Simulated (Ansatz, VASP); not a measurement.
## Two plane-wave programs on NaCl

```
Na Cl
1.0
     4.72108    0.00000    0.00000
    -2.36054    4.08857    0.00000
     0.00000    0.00000    5.56948
Na Cl
2 2
Direct
  0.33333 0.66667 0.93750
  0.66667 0.33333 0.43750
  0.33333 0.66667 0.43750
  0.66667 0.33333 0.93750
```

The cell was built by a generator and needn't be a form met in nature.

Alike in both runs: task single point; functional r2SCAN; k mesh 6 × 6 × 4; no spin polarisation.

|  | VASP | Ansatz |
| --- | --- | --- |
| version | VASP 6.6.1 | Ansatz 0.2.0 |
| potentials or method | VASP PAW PBE potentials, release 64 (Na_pv, Cl) | plane waves, PAW |
| plane-wave cutoff (eV) | 520 | 500 |
| occupations | gaussian, width 0.01 eV | fixed |
| valence electrons in the cell | 28 | 32 |

Ansatz gave:

```
gap on the k mesh at the Fermi level (eV) : 5.46
pressure (GPa)                            : 0.0
rms of the force components (eV/Å)        : 0.000
```

Q: Estimate VASP's values.

A: gap on the k mesh at the Fermi level (eV): 5.47; pressure (GPa): -0.2; rms of the force components (eV/Å): 0.007.

Atom by atom the forces differ by 0.007 eV/Å (rms over components). The two sets of potentials don't hold the same shells in valence. Ansatz warned: «structure_snapped_to_symmetry».

Caveats: the PAW data sets were made with another functional, which shifts forces and pressure a little (VASP). r2SCAN opens gaps a little over a GGA but as a rule still falls short of measured ones.
